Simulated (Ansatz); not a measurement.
Write the native input for Ansatz 0.2.0 that does the following.

- Task: relaxation of cell and atoms
- Functional: PBEsol
- Potentials or basis: Ansatz PAW
- Cutoff: 420 eV (not typed: the program's choice for these potentials)
- k mesh: 5 × 5 × 6
- Occupations: fermi-dirac, width 0.05 eV
- Spin: no spin polarisation
- Target pressure: 30 GPa
- Target pressure (GPa): 30

Crystal: PbO2.

```xyz
6
Lattice="4.9950 0.0000 0.0000 0.0000 4.9950 0.0000 0.0000 0.0000 3.4090" Properties=species:S:1:pos:R:3 pbc="T T T"
Pb    2.4975    2.4975    1.7045
Pb    0.0000    0.0000    0.0000
O     3.4594    3.4594    0.0000
O     4.0331    0.9619    1.7045
O     0.9619    4.0331    1.7045
O     1.5356    1.5356    0.0000
```

The cell is a database's computed one.

The input as run:

input.yaml

```yaml
crystal:
  lattice:
    - [4.99495987, 0.0, 0.0]
    - [0.0, 4.99495987, 0.0]
    - [0.0, 0.0, 3.40900096]
  atoms:
    - { symbol: Pb, position: [0.5, 0.5, 0.5] }
    - { symbol: Pb, position: [0.0, 0.0, 0.0] }
    - { symbol: O, position: [0.69257104, 0.69257104, 0.0] }
    - { symbol: O, position: [0.80742896, 0.19257104, 0.5] }
    - { symbol: O, position: [0.19257104, 0.80742896, 0.5] }
    - { symbol: O, position: [0.30742896, 0.30742896, 0.0] }
hamiltonian:
  xc: pbesol
  pseudopotentials: { kind: paw }
kpoints:
  mp_grid: { grid: [5, 5, 6] }
scf:
  occupations: { method: fermi_dirac, width: 0.05 }
output:
  forces: true
  stress: true
  eigenvalues: true
relax:
  f_tol: 0.01
  max_steps: 40
  cell: { stress_tol: 0.05, p_target: 30.0 }
```

Potentials or basis: Ansatz PAW.

The run is started by

```bash
$ ansatz run input.yaml --threads 2 --pin off --max-ram 5632MiB --backend cpu --events-out ev --progress --plain --runs-dir out
```

It gave:

The relaxed volume is 12.14 Å³/atom, the relaxed cell is a = 4.637 Å, b = 4.637 Å, c = 3.387 Å, α = 90.00°, β = 90.00°, γ = 90.00° and the space group after relaxing (to 0.05 Å) is P4_2/mnm (No. 136). The energy change on relaxing (the enthalpy is what falls) is +163.8 meV/atom and the ionic steps are 9. The pressure after relaxing is 30.0 GPa and the band gap on the k mesh is none (metal or under the smearing width).

Caveat: the plane-wave basis is chosen anew once the cell has moved, so the energies of steps on either side of that aren't comparable; the pressure holds a Pulay correction of +0.7 GPa for the finite cutoff; the PAW data sets come from PBE, with cores solved anew for the run's functional, which leaves a small shift of forces and pressure.

It took 30 s on 2 threads of Intel(R) Xeon(R) Processor @ 2.70GHz (shared host), peak memory 0.42 GiB.
